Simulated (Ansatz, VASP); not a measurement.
Two plane-wave programs on Pt

```
Pt
1.0
     5.55589    0.00000    0.00000
    -2.77794    4.81154    0.00000
     0.00000    0.00000   23.80455
Pt
16
Direct
  0.33333 0.16667 0.35707
  0.33333 0.66667 0.35707
  0.83333 0.16667 0.35707
  0.83333 0.66667 0.35707
  0.66667 0.33333 0.45236
  0.66667 0.83333 0.45236
  0.16667 0.33333 0.45236
  0.16667 0.83333 0.45236
  0.00000 0.50000 0.54700
  0.00000 0.00000 0.54700
  0.50000 0.50000 0.54700
  0.50000 0.00000 0.54700
  0.33333 0.66667 0.64337
  0.33333 0.16667 0.64337
  0.83333 0.66667 0.64337
  0.83333 0.16667 0.64337
```

Alike in both runs: functional PBE; dispersion D3(BJ); k mesh 6 × 6 × 1; occupations gaussian, width 0.1 eV; no spin polarisation.

Ansatz relaxed the structure, and its values are those at the end. VASP's run is a single point on that final structure, the one shown.

```csv
,VASP,Ansatz
version,VASP 6.6.1,Ansatz 0.2.0
potentials or method,"VASP PAW PBE potentials, release 64 (Pt)","scalar-relativistic, plane waves, PAW"
plane-wave cutoff (eV),520,420
valence electrons in the cell,160,288
```

Ansatz gave:

| Property | Result |
| --- | --- |
| gap on the k mesh at the Fermi level (eV) | none |
| rms of the force components (eV/Å) | 0.077 |
| work function, face that differs most (eV) | 5.70 |

Q: What did VASP give for the same quantities?

A: gap on the k mesh at the Fermi level (eV): none; rms of the force components (eV/Å): 0.072; work function, face that differs most (eV): 5.71.

A gap of «none» marks a metal or a gap that the smearing closes. The two sets of potentials don't hold the same shells in valence. Ansatz warned: «xc_potential_rough_in_thin_density».

Spin-orbit coupling is left out, which matters for the levels of Pt.
